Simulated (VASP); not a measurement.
Here is a VASP 6.6.1 calculation.

INCAR

```
  PREC = Accurate
  ENCUT = 520
  EDIFF = 1E-8
  ISMEAR = 0
  SIGMA = 0.02
  LREAL = False
  LASPH = True
  NELM = 80
  ALGO = Fast
  ISIF = 2
  LWAVE = False
  LCHARG = False
  GGA = PS
  LEPSILON = True
  KPAR = 4
```

KPOINTS

```
Automatic mesh
0
Gamma
  10 10 1
```

POSCAR

```
MoS2
1.0
    3.1840155185      0.0000000000      0.0000000000
   -1.5920077592      2.7574383250      0.0000000000
    0.0000000000      0.0000000000     28.3873198000
Mo S
3 6
Direct
    0.3333333333      0.6666666667      0.2281647700
    0.3333333333      0.6666666667      0.7718352300
    0.6666666667      0.3333333333      0.0000000000
    0.6666666667      0.3333333333      0.1734930900
    0.6666666667      0.3333333333      0.7171875100
    0.3333333333      0.6666666667      0.9453341200
    0.6666666667      0.3333333333      0.2828124900
    0.6666666667      0.3333333333      0.8265069100
    0.3333333333      0.6666666667      0.0546658800
```

Potentials or basis: VASP PAW PBE potentials, release 64 (Mo_sv, S).

Launch:

```bash
$ cat potpaw_PBE.64/Mo_sv/POTCAR potpaw_PBE.64/S/POTCAR > POTCAR
$ mpirun -np 4 vasp_std > vasp.out
```

(1) Estimate the electronic dielectric tensor (diagonal).

(2) Predict the Born charges (mean of the diagonal).

(3) What does it give for the band gap on the k mesh?

Answers

(1) 10.19, 10.19, 2.21.

(2) Mo -0.97, -0.70; S +0.33, +0.54, +0.44 e.

(3) 1.31 eV, indirect (least direct gap 1.89 eV).
